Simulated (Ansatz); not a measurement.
# Ga: the cost of one run

Method: DFT r2SCAN, scalar-relativistic, plane waves, PAW, in Ansatz 0.2.0.

### Step 1. The structure to begin with

The structure is monoclinic, space group P2_1/m (No. 11). Conventional cell: a = 2.778 Å, b = 3.282 Å, c = 4.210 Å, α = 90.00°, β = 108.61°, γ = 90.00°. Ga (site symmetry m) has 8 Ga at 2.71 to 2.84 Å as nearest neighbours.

Coordinates:

```xyz
2
Lattice="2.7784 0.0000 0.0000 0.0000 3.2816 0.0000 -1.3434 0.0000 3.9903" Properties=species:S:1:pos:R:3 pbc="T T T"
Ga    2.0957    0.8204    0.9171
Ga   -0.6607    2.4612    3.0732
```

(A quick probe on a coarse mesh, which set the mesh and smearing, is not shown.)

### Step 3. Relaxing cell and atoms

File input.yaml:

```yaml
crystal:
  lattice:
    - [2.7784220849, 0.0, 0.0]
    - [0.0, 3.28160879, 0.0]
    - [-1.3434310986, 0.0, 3.9902731763]
  atoms:
    - { symbol: Ga, position: [0.86540373, 0.25, 0.22983317] }
    - { symbol: Ga, position: [0.13459627, 0.75, 0.77016683] }
basis:
  ecutwfc: 500
kpoints:
  mp_grid: { grid: [20, 16, 14] }
hamiltonian:
  xc: r2scan
scf:
  occupations: { method: gaussian, width: 0.1 }
output:
  forces: true
  stress: true
  eigenvalues: true
relax:
  adjacent_minimum: "off"
  f_tol: 0.01
  max_steps: 80
  cell: { stress_tol: 0.05 }
```

**Question.** How long does this run take on 1 thread of an Arm CPU, shared host, and how much memory does it need?

About 7.4 min, with a peak of 1.3 GiB.
